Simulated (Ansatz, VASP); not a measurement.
Two plane-wave programs on Sb

```xyz
2
Lattice="3.3002 0.0000 0.0000 -1.6501 2.8581 0.0000 0.0000 0.0000 5.2212" Properties=species:S:1:pos:R:3 pbc="T T T"
Sb    0.0000    1.9054    1.3053
Sb    1.6501    0.9527    3.9159
```

Change from the starting cell: volume scaled by 0.94, PAW files.

Alike in both runs: task electric field gradients; functional PBEsol; k mesh 12 × 12 × 7; occupations fermi-dirac, width 0.05 eV; no spin polarisation.

```csv
,VASP,Ansatz
version,VASP 6.6.1,Ansatz 0.2.0
potentials or method,"VASP PAW PBE potentials, release 64 (Sb)","PAW with Ansatz's default frozen-core files, scalar-relativistic"
plane-wave cutoff (eV),520,420
valence electrons in the cell,10,30
```

VASP gave:

```
pressure (GPa)                                                 : 4.7
largest component of the traceless stress (GPa)                : 0.82
Vzz of the field gradient on the site that differs most (V/Å²) : 18.5
```

Task: Which values does Ansatz return?

Result: Pressure (GPa): 4.6; largest component of the traceless stress (GPa): 0.83; Vzz of the field gradient on the site that differs most (V/Å²): 20.3.

The two sets of potentials don't hold the same shells in valence. Ansatz warned: «gradients_without_spin_orbit».

Caveats: the PAW data sets were made with another functional, which shifts forces and pressure a little (VASP). Spin-orbit coupling is left out, which matters for the levels of Sb.
